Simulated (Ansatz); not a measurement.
**O started midway between two neighbours in cubic perovskite BaHfO3, 41 atoms, charge 0**

Computed with Ansatz 0.2.0, DFT, PBEsol, PAW, plane waves.

Command:

```sh
ansatz run in.yaml --threads 8 --pin off --max-ram 13300MiB --runs-dir r --events-out ev --progress --plain
```

The input less its lattice and atoms:

```yaml
crystal:
  symmetry: { detect: false }
kpoints:
  mp_grid: { grid: [1, 1, 1], shift: [0.25, 0.25, 0.25] }
hamiltonian:
  xc: pbesol
scf:
  occupations: { method: fermi_dirac, width: 0.01 }
relax:
  f_tol: 0.03
  max_steps: 80
  escape_saddle: false
  adjacent_minimum: "off"
output:
  forces: true
  eigenvalues: true
  populations: true
```

Start:

```xyz
41
Lattice="8.3152 0.0000 0.0000 0.0000 8.3152 0.0000 0.0000 0.0000 8.3152" Properties=species:S:1:pos:R:3 pbc="T T T"
Ba    0.0357    0.0015    0.0046
Ba    8.2814    0.0132    4.1704
Ba    0.0064    4.1582    0.0064
Ba    0.0151    4.1600    4.1464
Ba    4.1518    8.2768    0.0035
Ba    4.1584    8.3020    4.1625
Ba    4.1885    4.1354    0.0061
Ba    4.5153    4.4920    4.1361
Hf    2.1078    2.0918    2.0857
Hf    2.0672    2.0537    6.2266
Hf    2.0793    6.2706    2.0690
Hf    2.0763    6.1966    6.2475
Hf    6.2414    2.1043    2.0600
Hf    6.2603    2.0779    6.2543
Hf    6.2309    6.2769    2.0817
Hf    6.2473    6.2423    6.2094
O     2.0829    2.0505    8.2855
O     1.7511    1.7466    4.1753
O     2.0880    6.2321    0.0429
O     2.0799    6.2430    4.1417
O     6.2306    2.0863    8.2912
O     6.2097    2.0835    4.1707
O     6.2209    6.2272    8.2863
O     6.2154    6.2567    4.1765
O     0.0013    2.0553    2.0881
O     8.3040    2.0864    6.2584
O     8.3008    6.2130    2.0752
O     0.0022    6.2342    6.2758
O     4.1471    2.1270    2.0614
O     4.1363    2.0807    6.2531
O     4.1616    6.2475    2.0958
O     4.1672    6.2349    6.1977
O     2.0638    8.3104    2.0839
O     2.1454    8.2955    6.2506
O     2.0739    4.1901    2.0921
O     2.0903    4.1397    6.2147
O     6.2290    0.0004    2.0456
O     6.2159    0.0193    6.2223
O     6.2588    4.1404    2.1059
O     6.2189    4.1512    6.2284
O     3.1053    3.1070    4.1638
```

Steps:

```csv
step,energy less the first (eV),largest force component (eV/Å)
start,0.000,3.793
1,-1.758,4.347
2,-2.768,3.046
3,-3.211,0.845
4,-3.342,0.707
5,-3.547,1.146
6,-3.627,2.244
7,-3.810,0.401
8,-3.818,0.082
9,-3.819,0.022
```

A structure on the way, about -3.55 eV from the start:

```xyz
41
Lattice="8.3152 0.0000 0.0000 0.0000 8.3152 0.0000 0.0000 0.0000 8.3152" Properties=species:S:1:pos:R:3 pbc="T T T"
Ba    0.0220    0.0588    8.3112
Ba    8.2140    8.1980    4.1641
Ba    0.0263    4.1580    8.3141
Ba    8.3018    4.2073    4.1582
Ba    4.1921    0.0566    0.0010
Ba    4.2390    0.0064    4.1566
Ba    4.1878    4.1592    0.0062
Ba    4.3164    4.3222    4.1572
Hf    2.1070    2.1065    2.0309
Hf    2.1063    2.1086    6.2843
Hf    2.1125    6.2670    2.0746
Hf    2.1105    6.2712    6.2436
Hf    6.2691    2.1066    2.0585
Hf    6.2652    2.1090    6.2577
Hf    6.2673    6.2593    2.0628
Hf    6.2634    6.2612    6.2594
O     2.0783    2.1059    0.0005
O     1.3623    1.8337    4.1719
O     2.1300    6.2502    8.3120
O     2.0848    6.2539    4.1587
O     6.2857    2.1092    0.0018
O     6.2373    2.1043    4.1571
O     6.2513    6.2628    0.0022
O     6.2763    6.2552    4.1563
O     0.0120    2.1608    1.9245
O     0.0046    2.1378    6.3960
O     0.0280    6.2843    2.0861
O     0.0213    6.2709    6.2251
O     4.2024    2.0921    1.8949
O     4.1956    2.0867    6.4154
O     4.1918    6.2555    2.1223
O     4.1887    6.2426    6.1914
O     2.1616    0.0287    2.0492
O     2.1390    0.0214    6.2724
O     2.0935    4.1811    2.0571
O     2.0756    4.1750    6.2440
O     6.2725    0.0232    2.1047
O     6.2653    0.0162    6.2196
O     6.2549    4.1968    2.1060
O     6.2563    4.1898    6.2072
O     2.7785    2.2724    4.1365
```

End:

```
Ba Hf O
1.0
     8.31519    0.00000    0.00000
     0.00000    8.31519    0.00000
     0.00000    0.00000    8.31519
Ba Hf O
8 8 25
Direct
  0.00198 0.00771 0.00004
  0.99524 0.99058 0.50042
  0.00124 0.49821 0.99999
  0.99378 0.51584 0.49950
  0.50528 0.00794 0.00007
  0.51233 0.99025 0.50052
  0.50463 0.49830 0.99994
  0.51098 0.51514 0.49954
  0.25323 0.25305 0.24646
  0.25318 0.25302 0.75367
  0.25327 0.75306 0.24981
  0.25315 0.75292 0.75020
  0.75340 0.25307 0.24843
  0.75314 0.25296 0.75162
  0.75324 0.75315 0.24698
  0.75313 0.75292 0.75302
  0.25342 0.25301 0.00008
  0.16591 0.25550 0.50073
  0.25313 0.75295 0.00002
  0.25334 0.75303 0.50001
  0.75309 0.25299 0.00000
  0.75334 0.25306 0.50001
  0.75326 0.75302 0.00001
  0.75307 0.75305 0.50000
  0.00115 0.25343 0.22823
  0.00096 0.25280 0.77114
  0.00315 0.75267 0.25247
  0.00289 0.75297 0.74755
  0.50559 0.25293 0.22924
  0.50540 0.25301 0.77130
  0.50350 0.75334 0.25229
  0.50325 0.75303 0.74775
  0.25263 0.00430 0.25545
  0.25272 0.00417 0.74429
  0.25406 0.50186 0.25584
  0.25354 0.50173 0.74459
  0.75372 0.00207 0.25118
  0.75322 0.00181 0.74898
  0.75296 0.50422 0.25108
  0.75316 0.50397 0.74897
  0.34016 0.25076 0.49942
```

The calculation finished and met its thresholds.

Time: 64 s of wall time on 8 threads of a Neoverse-V1 processor, on a host shared with other runs; peak host memory 1.2 GiB.

(1) How much energy did the relaxation gain, and which atom moved most?

The one k point has no symmetry partners, which can distort the end along one axis.

## Answers

(1) 3.82 eV in 9 steps, from a start with small random displacements (neighbours that lie too close to an added atom are first pushed off) (the gain also holds any tilting of the ideal host); atom 41 (O) moved 1.06 Å, the median atom 0.06 Å (drift of the whole cell removed).
